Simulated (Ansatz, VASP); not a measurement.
**Li2O in VASP and in Ansatz**

```xyz
3
Lattice="0.0000 2.2652 2.2652 2.2652 0.0000 2.2652 2.2652 2.2652 0.0000" Properties=species:S:1:pos:R:3 pbc="T T T"
Li    3.3978    3.3978    3.3978
Li    1.1326    1.1326    1.1326
O     0.0000    0.0000    0.0000
```

Alike in both runs: task relaxation of cell and atoms; functional PBE; dispersion D3(BJ); k mesh 10 × 10 × 10; occupations gaussian, width 0.02 eV; no spin polarisation.

```csv
,VASP,Ansatz
version,VASP 6.6.1,Ansatz 0.2.0
potentials or method,"VASP PAW PBE potentials, release 64 (Li_sv, O)","scalar-relativistic, plane waves, PAW"
plane-wave cutoff (eV),600,420
valence electrons in the cell,12,12
```

Ansatz gave:

| Item | Value |
| --- | --- |
| gap on the k mesh at the Fermi level, each at its own relaxed structure (eV) | 5.11 |
| relaxed volume (Å³/atom) | 7.72 |
| relaxed cell length with the largest relative difference (Å) | 3.200 |

**Question.** Estimate VASP's values.

**Answer.** gap on the k mesh at the Fermi level, each at its own relaxed structure (eV): 5.09; relaxed volume (Å³/atom): 7.72; relaxed cell length with the largest relative difference (Å): 3.199.

Caveats: the cutoff is under 1.25 times the usual one of these potentials, so pressure, stress and relaxed cells hold a basis-set (Pulay) error (VASP). A hybrid or GW would open this gap; PBE tends to underestimate it. A k mesh can miss the band edges.
